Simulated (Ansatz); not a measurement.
# SnSe: the cell at several levels of theory

Cell and atoms of SnSe, h-MgO type are relaxed in turn with PBE, r2SCAN and PBEsol. This is a trial cell built on a prototype, not taken from a measured structure, and it needn't be the compound's ground state.

The runs shown are made with Ansatz 0.2.0. PAW datasets, plane waves, zero pressure. (Calculated; spin-unpolarised; the phase may be known or hypothetical.)

**1. Starting point**

This is the cell as the run starts from it, not yet at rest; its lengths are not the crystal's.

The symmetry is P6_3/mmc (No. 194, hexagonal); conventional cell a = 4.390 Å, c = 5.487 Å, 22.90 Å³ an atom. Around Sn lie 5 Se at 2.53–2.74 Å; around Se lie 5 Sn at 2.53–2.74 Å.

Coordinates:

```cif
data_structure
_symmetry_space_group_name_H-M 'P6_3/mmc'
_symmetry_Int_Tables_number 194
_cell_length_a 4.3901
_cell_length_b 4.3901
_cell_length_c 5.4873
_cell_angle_alpha 90.000
_cell_angle_beta 90.000
_cell_angle_gamma 120.000
_cell_volume 91.59
loop_
_atom_site_label
_atom_site_type_symbol
_atom_site_symmetry_multiplicity
_atom_site_Wyckoff_symbol
_atom_site_fract_x
_atom_site_fract_y
_atom_site_fract_z
_atom_site_occupancy
Sn1 Sn 2 c 0.33333 0.66667 0.25000 1
Se1 Se 2 d 0.66667 0.33333 0.25000 1
```

**2. PBE: cell and atoms**

Input file input.yaml:

```yaml
crystal:
  lattice:
    - [4.390085058, 0.0, 0.0]
    - [-2.195042529, 3.801925185, 0.0]
    - [0.0, 0.0, 5.4873147]
  atoms:
    - { symbol: Sn, position: [0.3333333333, 0.6666666667, 0.25] }
    - { symbol: Sn, position: [0.6666666667, 0.3333333333, 0.75] }
    - { symbol: Se, position: [0.6666666667, 0.3333333333, 0.25] }
    - { symbol: Se, position: [0.3333333333, 0.6666666667, 0.75] }
kpoints:
  mp_grid: { grid: [6, 6, 4] }
hamiltonian:
  xc: pbe
scf:
  occupations: { method: fermi_dirac, width: 0.02 }
relax:
  f_tol: 0.005
  cell: {}
```

Run with:

```console
$ ansatz run input.yaml --threads 2 --pin off --max-ram 2211MiB --backend cpu --events-out ev --progress --plain --runs-dir out
```

The runs that follow: Relaxation with r2SCAN; Relaxing with PBEsol.

What does the calculation give? Wanted: for each run, a; c; volume; space group; SCF geometries.

**Answer**, as computed:

```
 level  a (Å)  c (Å)  volume (Å³/atom)  space group  SCF geometries
   PBE  5.100  6.125            34.485     P6_3/mmc              10
r2SCAN  5.064  6.073            33.726     P6_3/mmc               4
PBEsol  5.015  6.012            32.730     P6_3/mmc               5
```

In words: The first relaxation changed the volume by +50.6 % from the start. PBEsol gives the smallest cell and PBE the largest; they differ by 5.4 % in volume, a mean of 1.8 % in length.
